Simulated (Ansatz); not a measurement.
HfO₂: the gap under strain, fitted and tested

Plane-wave DFT in Ansatz, r2SCAN, scalar-relativistic PAW potentials, cutoff 500 eV, no spin-orbit coupling; no spin polarisation. HfO₂ in space group P4_2/nmc, a structure that wasn't matched to a measured phase. Biaxial strain in the a-b plane; c and atoms relaxed (conventional cell); Kohn–Sham gaps sought over the whole zone.

```tsv
strain (%)	space group	gap (eV)
-4.5	P4_2/nmc	5.202
-3.0	P4_2/nmc	?
-1.5	P4_2/nmc	5.276
+0.0	P4_2/nmc	5.265
+1.5	P4_2/nmc	4.986
+3.0	P4_2/nmc	4.662
+4.5	P4_2/nmc	4.354
```

Q: Fit the given gaps and predict the missing one.

A: Next to zero the slopes are -7 meV per % on the compressed side and -186 on the stretched side. The slope drops near zero while the symmetry stays the same, the mark of two bands or valleys crossing at an edge, so only the side of the missing row is fitted, by a line: E_g = 5.279 +0.0155 ε eV (ε in %; scatter 15 meV). At -3.0 % this gives 5.232 eV; the run gave 5.247 eV, 15 meV away. The fit holds.

Spin-orbit coupling, left out, matters for bands of heavy elements.

Cost: about 3.5 core-minutes for the runs cited, on Intel Xeon 6975P-C (Granite Rapids) (shared hosts).

This form isn't the usual stable structure of the compound.